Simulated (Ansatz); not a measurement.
## Pressure against volume: NbC

Space group Fm-3m (No. 225). a = 4.400 Å, b = 4.400 Å, c = 4.400 Å, α = 90.00°, β = 90.00°, γ = 90.00°
```
atom  site  symmetry       x       y       z
  Nb    4a      m-3m  0.0000  0.0000  0.0000
   C    4b      m-3m  0.5000  0.0000  0.0000
```

The runs use the primitive cell with vectors (0.000, 2.200, 2.200), (2.200, 0.000, 2.200), (2.200, 2.200, 0.000) Å, to which the k mesh refers.

The geometry is COD entry 1011323, unchecked; take it as a test cell. It is an old determination, and later ones may differ.

Spin polarisation is left out, and whether a magnetic state lies lower isn't shown here.

Levels of theory: DFT, PBE, all-electron LAPW, scalar-relativistic (Ansatz 0.2.0); DFT, PBE, PAW with Ansatz's default frozen-core files, scalar-relativistic (Ansatz 0.2.0).

For LAPW: a Γ-centred 14×14×14 k mesh, Fermi–Dirac smearing of 0.05 eV, basis error target 1 meV/atom, no spin polarisation. PAW takes a cutoff of 420 eV at this cell. The Ansatz runs share mesh, smearing and spin set-up. Plane-wave (PAW) pressures include the program's estimate of the Pulay term.

The cell above is scaled evenly, with fractional coordinates and shape held.

| V/V(cell) | V (Å³/atom) | P, LAPW (GPa) | P, PAW (GPa) |
| --- | --- | --- | --- |
| 0.9405 | 10.014 | 45.72 | 45.76 |
| 0.9700 | 10.329 | ? | ? |
| 1.0000 | 10.648 | 19.44 | 19.48 |
| 1.0300 | 10.967 | 8.86 | 8.89 |
| 1.0600 | 11.287 | -0.26 | -0.24 |

Fill in the row V/V(cell) = 0.9700.

P, LAPW (GPa) = 31.72, P, PAW (GPa) = 31.76.

What do Birch–Murnaghan fits to the pressures give?

LAPW: V0 = 11.28 Å³/atom, B0 = 301 GPa, B0′ = 4.2; PAW: V0 = 11.28 Å³/atom, B0 = 301 GPa, B0′ = 4.2.

PAW's V0 lies 0.01 % from the all-electron value and its B0 0.1 %. Symmetry fixes shape and coordinates here, so this is the relaxed modulus.
